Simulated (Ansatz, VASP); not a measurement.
**One calculation of Li5Cl3, two programs**

```
CELL_PARAMETERS angstrom
3.22830 0.00000 0.00000
0.00000 3.22830 0.00000
0.00000 0.00000 14.79330
ATOMIC_POSITIONS crystal
Li 0.00000 0.00000 0.21288
Li 0.00000 0.00000 0.78712
Li 0.00000 0.00000 0.00000
Li 0.50000 0.50000 0.39757
Li 0.50000 0.50000 0.60243
Cl 0.50000 0.50000 0.11183
Cl 0.50000 0.50000 0.88817
Cl 0.00000 0.00000 0.50000
```

Change from the starting cell: species swapped into the Ti3Pd5 type (P4/mmm, No. 123).

Alike in both runs: task relaxation of cell and atoms; functional PBE; k mesh 12 × 12 × 4; occupations gaussian, width 0.1 eV; no spin polarisation.

```csv
,VASP,Ansatz
version,VASP 6.6.1,Ansatz 0.2.0
potentials or method,"VASP PAW PBE potentials, release 64 (Li_sv, Cl)","scalar-relativistic, plane waves, PAW"
plane-wave cutoff (eV),600,420
valence electrons in the cell,36,36
```

```tsv
	VASP	Ansatz	Ansatz less VASP
gap on the k mesh at the Fermi level, each at its own relaxed structure (eV)	none	none	-
relaxed volume (Å³/atom)	19.33	19.41	+0.076
relaxed cell length with the largest relative difference (Å)	14.840	14.870	+0.0292
```

A gap of «none» marks a metal or a gap that the smearing closes.

Caveats: the cutoff is under 1.25 times the usual one of these potentials, so pressure, stress and relaxed cells hold a basis-set (Pulay) error (VASP).
